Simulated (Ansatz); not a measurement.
NiO:

```
CELL_PARAMETERS angstrom
0.00000 2.08590 2.08590
2.08590 0.00000 2.08590
2.08590 2.08590 0.00000
ATOMIC_POSITIONS crystal
Ni 0.00000 0.00000 0.00000
O 0.50000 0.50000 0.50000
```

| Quantity | Value |
| --- | --- |
| Program | Ansatz 0.2.0 |
| Task | relaxation of cell and atoms |
| Functional | BLYP |
| Dispersion | D3(BJ) |
| Potentials or basis | all-electron LAPW, scalar-relativistic |
| Basis error allowed | 0.001 eV/atom |
| k mesh | 11 × 11 × 11 |
| Occupations | fermi-dirac, width 0.05 eV |
| Spin | collinear spin, ferromagnetic start |
| Starting moments | [1.0, 0.0] μB |

At the start: volume 9.08 Å³/atom.

How do energy, volume and symmetry change on relaxing?

Over 5 steps the energy falls by 6.6 meV/atom and the volume is 9.37 Å³/atom (+3.2 %); space group Fm-3m (No. 225, to 0.05 Å); moment 1.81 μB per cell.

Step by step:
| step | energy change (eV) | largest force (eV/Å) | volume (Å³) |
| --- | --- | --- | --- |
| 1 | 0.0000 | 0.0000 | 18.15 |
| 2 | -0.0107 | 0.0000 | 18.48 |
| 3 | -0.0131 | 0.0000 | 18.72 |
| 4 | -0.0131 | 0.0000 | 18.73 |
| 5 | -0.0132 | 0.0000 | 18.73 |

Final structure:
```
Ni O
1.0
     0.00000    2.10798    2.10798
     2.10798    0.00000    2.10798
     2.10798    2.10798    0.00000
Ni O
1 1
Cartesian
  0.0000 0.0000 0.0000
  2.1080 2.1080 2.1080
```

Caveat: a cell with one magnetic atom can't hold antiferromagnetic order, which such compounds often take.
